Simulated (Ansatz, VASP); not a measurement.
## One calculation of BAs, two programs

Contents of INCAR:

```
SYSTEM = BAs
PREC = Accurate
ENCUT = 520
EDIFF = 1E-7
ISMEAR = 0
SIGMA = 0.01
LREAL = .FALSE.
LASPH = .TRUE.
NELM = 80
ALGO = Normal
ISIF = 2
LWAVE = .FALSE.
LCHARG = .FALSE.
GGA = PS
NBANDS = 11
```

Contents of KPOINTS:

```
Automatic mesh
0
G
  12 12 12
  0 0 0
```

POSCAR

```
BAs
1.0
    0.0000000000      2.3838742421      2.3838742421
    2.3838742421      0.0000000000      2.3838742421
    2.3838742421      2.3838742421      0.0000000000
B As
1 1
Direct
    0.0000000000      0.0000000000      0.0000000000
    0.2500000000      0.2500000000      0.2500000000
```

Input for Ansatz:

```yaml
crystal:
  lattice:
    - [0.0, 2.3838742421, 2.3838742421]
    - [2.3838742421, 0.0, 2.3838742421]
    - [2.3838742421, 2.3838742421, 0.0]
  atoms:
    - { symbol: B, position: [0.0, 0.0, 0.0] }
    - { symbol: As, position: [0.25, 0.25, 0.25] }
basis:
  ecutwfc: 420
kpoints:
  mp_grid: { grid: [12, 12, 12] }
  band_path:
    path:
      - [0.0, 0.0, 0.0]
      - [0.0, 0.0, 0.0]
      - [0.0, 0.0, 0.0]
      - [0.0, 0.0, 0.0]
      - [0.0, 0.0, 0.0]
      - [0.0, 0.0, 0.0]
      - [0.0, 0.0, 0.0]
      - [0.0, 0.0, 0.0]
      - [0.0, 0.0, 0.0]
      - [0.0, 0.0, 0.0]
      - [0.0, 0.0, 0.0]
      - [0.0, 0.0, 0.0]
      - [0.0, 0.0, 0.0]
      - [0.0, 0.0, 0.0]
      - [0.0, 0.0, 0.0]
      - [0.0, 0.0, 0.0]
      - [0.0, 0.0, 0.0]
      - [0.0, 0.0, 0.0]
      - [0.0, 0.0, 0.0]
      - [0.0, 0.0, 0.0]
      - [0.0, 0.0, 0.0]
      - [0.0, 0.0, 0.0]
      - [0.0, 0.0, 0.0]
      - [0.0, 0.0, 0.0]
      - [0.0, 0.0, 0.0]
      - [0.0, 0.0, 0.0]
      - [0.3, 0.3, 0.0]
      - [0.3166666667, 0.3166666667, 0.0]
      - [0.3333333333, 0.3333333333, 0.0]
      - [0.35, 0.35, 0.0]
      - [0.3666666667, 0.3666666667, 0.0]
      - [0.3833333333, 0.3833333333, 0.0]
      - [0.4, 0.4, 0.0]
      - [0.4166666667, 0.4166666667, 0.0]
      - [0.4333333333, 0.4333333333, 0.0]
      - [0.45, 0.45, 0.0]
      - [0.4666666667, 0.4666666667, 0.0]
      - [0.4833333333, 0.4833333333, 0.0]
      - [0.5, 0.5, 0.0]
      - [0.5, 0.5, 0.5]
      - [0.5, 0.5, 0.5]
      - [0.5, 0.5, 0.5]
      - [0.5, 0.5, 0.5]
      - [0.5, 0.5, 0.5]
      - [0.5, 0.5, 0.5]
      - [0.5, 0.5, 0.5]
      - [0.5, 0.5, 0.5]
      - [0.5, 0.5, 0.5]
      - [0.5, 0.5, 0.5]
      - [0.5, 0.5, 0.5]
      - [0.5, 0.5, 0.5]
      - [0.5, 0.5, 0.5]
    npoints: 1
hamiltonian:
  xc: pbesol
  pseudopotentials: { kind: paw, azcp: { folder: soft_1 } }
scf:
  occupations: { method: fixed }
  n_extra_bands: 5
output:
  eigenvalues: true
```

Alike in both runs: task single point; functional PBEsol; k mesh 12 × 12 × 12; no spin polarisation.

```csv
,VASP,Ansatz
version,VASP 6.6.1,Ansatz 0.2.0
potentials or method,"VASP PAW PBE potentials, release 64 (B, As)","scalar-relativistic, plane waves, PAW"
plane-wave cutoff (eV),520,420
occupations,"gaussian, width 0.01 eV",fixed
valence electrons in the cell,8,18
```

```tsv
	VASP	Ansatz	Ansatz less VASP
gap on the k mesh at the Fermi level (eV)	1.08	1.09	+0.010
least direct gap on the mesh (eV)	3.25	3.25	+0.003
```

The two sets of potentials don't hold the same shells in valence. Ansatz warned: «pseudo_functional_mismatch».

 A k mesh can miss the band edges. A hybrid or GW would open this gap; PBEsol tends to underestimate it.
